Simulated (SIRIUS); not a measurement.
# TiTe2 (P1) in SIRIUS: convergence with density tol

Aim: find how far density tol must go before the results for TiTe2 settle, at PBE. This setting moves, with any that are tied to it; all else stays.

Everything below comes from runs of SIRIUS 7.10.0. Logs are shortened: lines on timing, memory, paths and dates and some standing lists are left out, and cuts for length are marked. The log counts tension as positive stress, the text compression.

**1. The cell of the first run**

The typed cell holds 3 atoms: a = 3.777 Å, b = 3.777 Å, c = 6.498 Å, α = 90.00°, β = 90.00°, γ = 120.00°.

The cell isn't the ideal one: atoms moved at random, drawn with an rms of 0.05 Å.

**2. With density tol 0.01**

Contents of sirius.json:

```json
{
  "control": {
    "processing_unit": "cpu",
    "verbosity": 2,
    "num_bands_to_print": 20,
    "print_forces": true,
    "print_stress": true
  },
  "parameters": {
    "electronic_structure_method": "pseudopotential",
    "xc_functionals": ["XC_GGA_X_PBE", "XC_GGA_C_PBE"],
    "gk_cutoff": 6.4,
    "pw_cutoff": 20.0,
    "ngridk": [4, 4, 2],
    "shiftk": [0, 0, 0],
    "smearing": "gaussian",
    "smearing_width": 0.0018374661,
    "num_bands": 20,
    "num_mag_dims": 0,
    "num_dft_iter": 100,
    "energy_tol": 0.01,
    "density_tol": 0.01
  },
  "iterative_solver": {
    "type": "davidson",
    "min_tolerance": 1e-10
  },
  "mixer": {
    "type": "anderson",
    "beta": 0.7,
    "max_history": 8
  },
  "settings": {
    "tol_ne": 1e-10
  },
  "unit_cell": {
    "lattice_vectors": [
      [7.137495572712, 0.0, 0.0],
      [-3.568747786356, 6.181252485379, 0.0],
      [0.0, 0.0, 12.279440357818]
    ],
    "atom_coordinate_units": "lattice",
    "atom_types": ["Te", "Ti"],
    "atom_files": {
      "Te": "Te.json",
      "Ti": "Ti.json"
    },
    "atoms": {
      "Te": [
        [0.338833, 0.660744, 0.741906],
        [0.667394, 0.338002, 0.267244]
      ],
      "Ti": [
        [-0.001254, -0.000186, 0.0024]
      ]
    }
  }
}
```

Potentials or basis: JTH 2.0 PBE (PAW).

Started as:

```sh
> upf_to_json Te.GGA_PBE-JTH.UPF
> upf_to_json Ti.GGA_PBE-JTH.UPF
> OMP_NUM_THREADS=1 sirius.scf --input=sirius.json --output=out.json --task=0
```

Run time: 68 s. Hardware: 1 thread of Arm Neoverse V1, shared host; peak memory 0.51 GiB.

Results:

```yaml
Free_energy: -12368.2938 eV
Pressure: 1.3 GPa
Largest_force: 0.212 eV/Å
Band_gap_on_the_k_mesh: none (metal or under the smearing width)
```

**3. With density tol 0.001**

sirius.json, as its differences from that of step 2:

```diff
@@ -20,4 +20,4 @@
     "num_dft_iter": 100,
-    "energy_tol": 0.01,
-    "density_tol": 0.01
+    "energy_tol": 0.001,
+    "density_tol": 0.001
   },
```

Potentials or basis: JTH 2.0 PBE (PAW).

Started as:

```sh
> upf_to_json Te.GGA_PBE-JTH.UPF
> upf_to_json Ti.GGA_PBE-JTH.UPF
> OMP_NUM_THREADS=1 sirius.scf --input=sirius.json --output=out.json --task=0
```

Run time: 68 s. Hardware: 1 thread of Arm Neoverse V1, shared host; peak memory 0.51 GiB.

Results:

```
Free energy            : -12368.2938 eV
Pressure               : 1.3 GPa
Largest force          : 0.212 eV/Å
Band gap on the k mesh : none (metal or under the smearing width)
```

**4. With density tol 0.0001**

sirius.json, as its differences from that of step 3:

```diff
@@ -20,4 +20,4 @@
     "num_dft_iter": 100,
-    "energy_tol": 0.001,
-    "density_tol": 0.001
+    "energy_tol": 0.0001,
+    "density_tol": 0.0001
   },
```

Started as:

```sh
> upf_to_json Te.GGA_PBE-JTH.UPF
> upf_to_json Ti.GGA_PBE-JTH.UPF
> OMP_NUM_THREADS=1 sirius.scf --input=sirius.json --output=out.json --task=0
```

It took 68 s on 1 thread of Arm Neoverse V1, shared host; peak memory 0.51 GiB.

It converged, with:

```
Free energy            : -12368.2938 eV
Pressure               : 1.3 GPa
Largest force          : 0.212 eV/Å
Band gap on the k mesh : none (metal or under the smearing width)
```

**5. With density tol 1e-05**

sirius.json, as its differences from that of step 4:

```diff
@@ -20,4 +20,4 @@
     "num_dft_iter": 100,
-    "energy_tol": 0.0001,
-    "density_tol": 0.0001
+    "energy_tol": 1e-05,
+    "density_tol": 1e-05
   },
```

Started as:

```sh
> upf_to_json Te.GGA_PBE-JTH.UPF
> upf_to_json Ti.GGA_PBE-JTH.UPF
> OMP_NUM_THREADS=1 sirius.scf --input=sirius.json --output=out.json --task=0
```

Wall time 74 s (1 thread of Arm Neoverse V1, shared host); peak memory 0.51 GiB.

Results (log left out):

```yaml
Free_energy: -12368.2938 eV
Pressure: 1.3 GPa
Largest_force: 0.213 eV/Å
Band_gap_on_the_k_mesh: none (metal or under the smearing width)
```

**6. With density tol 1e-06**

sirius.json, as its differences from that of step 5:

```diff
@@ -20,4 +20,4 @@
     "num_dft_iter": 100,
-    "energy_tol": 1e-05,
-    "density_tol": 1e-05
+    "energy_tol": 1e-06,
+    "density_tol": 1e-06
   },
```

Potentials or basis: JTH 2.0 PBE (PAW).

Started as:

```sh
> upf_to_json Te.GGA_PBE-JTH.UPF
> upf_to_json Ti.GGA_PBE-JTH.UPF
> OMP_NUM_THREADS=1 sirius.scf --input=sirius.json --output=out.json --task=0
```

Run time: 80 s. Hardware: 1 thread of Arm Neoverse V1, shared host; peak memory 0.51 GiB.

Results (log left out):

```
Free energy            : -12368.2938 eV
Pressure               : 1.3 GPa
Largest force          : 0.213 eV/Å
Band gap on the k mesh : none (metal or under the smearing width)
```

**7. With density tol 1e-07**

sirius.json, as its differences from that of step 6:

```diff
@@ -20,4 +20,4 @@
     "num_dft_iter": 100,
-    "energy_tol": 1e-06,
-    "density_tol": 1e-06
+    "energy_tol": 1e-07,
+    "density_tol": 1e-07
   },
@@ -37,6 +37,7 @@
     "lattice_vectors": [
-      [7.137495572712, 0.0, 0.0],
-      [-3.568747786356, 6.181252485379, 0.0],
-      [0.0, 0.0, 12.279440357818]
+      [1.0, 0.0, 0.0],
+      [-0.5, 0.866025403786, 0.0],
+      [0.0, 0.0, 1.720413026211]
     ],
+    "lattice_vectors_scale": 7.1374955727,
     "atom_coordinate_units": "lattice",
```

Potentials or basis: JTH 2.0 PBE (PAW).

Started as:

```sh
> upf_to_json Te.GGA_PBE-JTH.UPF
> upf_to_json Ti.GGA_PBE-JTH.UPF
> OMP_NUM_THREADS=1 sirius.scf --input=sirius.json --output=out.json --task=0
```

The log of the run:

```text
[info] SIRIUS version : 7.10.0
[info] number of MPI ranks           : 1
[info] MPI grid                      : 1 1
[info] maximum number of OMP threads : 1
[fft] FFT context for density and potential
[fft] =====================================
[fft]   comm size                             : 1
[fft]   plane wave cutoff                     : 20
[fft]   grid size                             : 48 48 81   total : 186624
[fft]   grid limits                           : -23 24   -23 24   -40 40
[fft]   number of G-vectors within the cutoff : 36610
[fft]   local number of G-vectors             : 36610
[fft]   number of G-shells                    : 3610
[fft] FFT context for coarse grid
[fft] =====================================
[fft]   comm size                             : 1
[fft]   plane wave cutoff                     : 12.8
[fft]   grid size                             : 32 32 54   total : 55296
[fft]   grid limits                           : -15 16   -15 16   -26 27
[fft]   number of G-vectors within the cutoff : 9617
[fft]   local number of G-vectors             : 9617
[fft]   number of G-shells                    : 1037
[unit cell] lattice vectors
[unit cell]   a1 :       7.1374955727      0.0000000000      0.0000000000
[unit cell]   a2 :      -3.5687477863      6.1812524854      0.0000000000
[unit cell]   a3 :       0.0000000000      0.0000000000     12.2794403578
[unit cell] reciprocal lattice vectors
[unit cell]   b1 :       0.8803067187      0.5082453210     -0.0000000000
[unit cell]   b2 :       0.0000000000      1.0164906420      0.0000000000
[unit cell]   b3 :       0.0000000000     -0.0000000000      0.5116833605
[unit cell] unit cell volume :       541.75248174 [a.u.^3]
[unit cell] 1/sqrt(omega)    :         0.04296349
[unit cell] MT volume        :         0.00000000 ( 0.00%)
[unit cell] IT volume        :       541.75248174 (100.00%)
[unit cell] number of atom types : 2
[unit cell] type id : 0 symbol : Te mt_radius :  14.861237 num_atoms : 2
[unit cell] type id : 1 symbol : Ti mt_radius :  14.827114 num_atoms : 1
[unit cell] total number of atoms : 3
[unit cell] number of symmetry classes : 3
[unit cell] number of PAW atoms : 3
[unit cell] PAW atoms : 0 1 2
[unit cell] atom id  type id  class id             position                      vector_field
[unit cell] ------------------------------------------------------------------------------------------
[unit cell]      0        0        0      0.33883   0.66074   0.74191      0.00000   0.00000   0.00000
[unit cell]      1        0        1      0.66739   0.33800   0.26724      0.00000   0.00000   0.00000
[unit cell]      2        1        2     -0.00125  -0.00019   0.00240      0.00000   0.00000   0.00000
[... 570 lines left out ...]
[find] smearing (-TS)                 :      -0.00008800
[find] SCF correction                 :      -0.00000012
[find] Total energy                   :    -454.52632549 (Ha),    -909.05265097 (Ry)
[find] Free energy (E-TS)             :    -454.52641349 (Ha),    -909.05282698 (Ry)
[find] band gap (eV)                  :       0.00000000
[find] Efermi                         :       0.29650065
[find] iteration : 37, RMS : 9.115941802424e-08, energy difference : 5.684341886081e-14
[find] Hartree energy of density residual : 7.040854230211e-14
[find] bands are converged : true
[find] iterative solver converged : true
[find] converged after 38 SCF iterations!
[find] Charges and magnetic moments
[find] --------------------------------------------------------------------------------
[find] total charge          : 24.000000
[find] Energy
[find] --------------------------------------------------------------------------------
[find] valence_eval_sum               :      -7.27461872
[find] <rho|V^{XC}>                   :     -14.67374804
[find] <rho|E^{XC}>                   :     -15.24980775
[find] <mag|B^{XC}>                   :       0.00000000
[find] <rho|V^{H}>                    :      46.95625360
[find] one-electron contribution      :     -39.08489152 (Ha),     -78.16978305 (Ry)
[find] hartree contribution           :      23.47812680
[find] xc contribution                :     -15.24980775
[find] ewald contribution             :     -46.43832197
[find] PAW contribution               :    -377.23143092
[find] smearing (-TS)                 :      -0.00008800
[find] SCF correction                 :      -0.00000012
[find] Total energy                   :    -454.52632549 (Ha),    -909.05265097 (Ry)
[find] Free energy (E-TS)             :    -454.52641349 (Ha),    -909.05282698 (Ry)
[find] band gap (eV)                  :       0.00000000
[find] Efermi                         :       0.29650065
[ground_state] === stress tensor components [kbar] ===
[ground_state] === stress_kin ===
[ground_state] -4569.035865    0.552975   -3.080112
[ground_state]     0.552975-4567.855556    2.851982
[ground_state]    -3.080112    2.851982-4568.997517
[ground_state] === stress_har ===
[ground_state] -6827.876705  -28.217754  -17.321507
[ground_state]   -28.217754-6878.170279   15.955913
[ground_state]   -17.321507   15.955913  955.754714
[ground_state] === stress_ewald ===
[ground_state]  5524.665066  -74.159290  -53.745871
[ground_state]   -74.159290 5392.504365   49.245810
[ground_state]   -53.745871   49.24581014302.141405
[ground_state] === stress_vloc ===
[ground_state]   265.883019   97.347159   65.752875
[ground_state]    97.347159  439.314282  -60.473090
[ground_state]    65.752875  -60.473090-16325.976834
[ground_state] === stress_xc ===
[ground_state]  -234.422366   -0.189958   -0.169328
[ground_state]    -0.189958 -234.754208    0.158043
[ground_state]    -0.169328    0.158043 -236.334616
[ground_state] === stress_core ===
[ground_state]  2509.104137    0.309765    0.369594
[ground_state]     0.309765 2509.647821   -0.334778
[ground_state]     0.369594   -0.334778 2512.944263
[ground_state] === stress_nonloc ===
[ground_state]  6197.495170    2.868003    3.701031
[ground_state]     2.871419 6202.502271   -3.326393
[ground_state]     3.703541   -3.337388 6227.352324
[ground_state] === stress_us ===
[ground_state] -2875.399918   -0.527708   -0.828861
[ground_state]    -0.527706-2876.280313    0.770565
[ground_state]    -0.832325    0.773704-2882.934660
[ground_state] === stress_us_nl ===
[ground_state]  3322.095252    2.340295    2.872169
[ground_state]     2.343714 3326.221959   -2.555828
[ground_state]     2.871216   -2.563684 3344.417664
[ground_state] === stress_total ===
[ground_state]    -9.587460   -2.016808   -5.322179
[ground_state]    -2.013390  -13.091617    4.848052
[ground_state]    -5.323133    4.840196  -16.050921
[ground_state] ==== total Forces in Ha/bohr =====
[ground_state] atom:    0, force:      -0.0028490      0.0016859     -0.0025029
[ground_state] atom:    1, force:       0.0006534     -0.0014664     -0.0006502
[ground_state] atom:    2, force:       0.0021959     -0.0002194      0.0031540
[ground_state] ==== ultrasoft contribution from Qij =====
[ground_state] atom:    0, force:      -0.0006197      0.0005881      0.1004009
[ground_state] atom:    1, force:       0.0006152     -0.0005260     -0.1017768
[ground_state] atom:    2, force:      -0.0012832      0.0001268     -0.0021476
[ground_state] ==== non-local contribution from Beta-projector =====
[ground_state] atom:    0, force:       0.0052733     -0.0032676     -0.1312854
[ground_state] atom:    1, force:      -0.0015083      0.0028511      0.1397039
[ground_state] atom:    2, force:       0.0029432     -0.0002487      0.0017708
[ground_state] ==== contribution from local potential =====
[ground_state] atom:    0, force:       0.0255499     -0.0132819      3.6791325
[ground_state] atom:    1, force:      -0.0021287      0.0117270     -3.6486918
[ground_state] atom:    2, force:      -0.0291917      0.0020621     -0.0376512
[ground_state] ==== contribution from core density =====
[ground_state] atom:    0, force:       0.0003567     -0.0002005     -0.0003104
[ground_state] atom:    1, force:      -0.0000579      0.0001739      0.0008297
[ground_state] atom:    2, force:       0.0000515     -0.0000043      0.0000267
[ground_state] ==== Ewald forces from ions =====
[ground_state] atom:    0, force:      -0.0334092      0.0178479     -3.6504404
[ground_state] atom:    1, force:       0.0037330     -0.0156925      3.6092849
[ground_state] atom:    2, force:       0.0296762     -0.0021554      0.0411555
[~DFT_ground_state] local op. applied: 41444
[~DFT_ground_state] evp. work count: 9282.31
[~DFT_ground_state] number of iterative solver steps: 2855
```

Run time: 81 s. Hardware: 1 thread of Arm Neoverse V1, shared host; peak memory 0.51 GiB.

Results:

```yaml
Free_energy: -12368.2938 eV
Pressure: 1.3 GPa
Largest_force: 0.213 eV/Å
Band_gap_on_the_k_mesh: none (metal or under the smearing width)
```

**8. The series at a glance**

```csv
density tol,"energy less the tightest run, at zero smearing (meV/atom)",SCF cycles,CPU time (s),peak memory (GiB)
0.01,0.00,27,68,0.51
0.001,0.00,27,68,0.51
0.0001,0.00,27,68,0.51
1e-05,0.00,31,74,0.51
1e-06,0.00,36,80,0.51
1e-07,0.00,38,81,0.51
```

Against the tightest run, the energy stays within 1 meV/atom from 0.01 on. The tightest run that finished is the yardstick and may itself not be fully converged.

Caveats: all runs use coarse meshes.
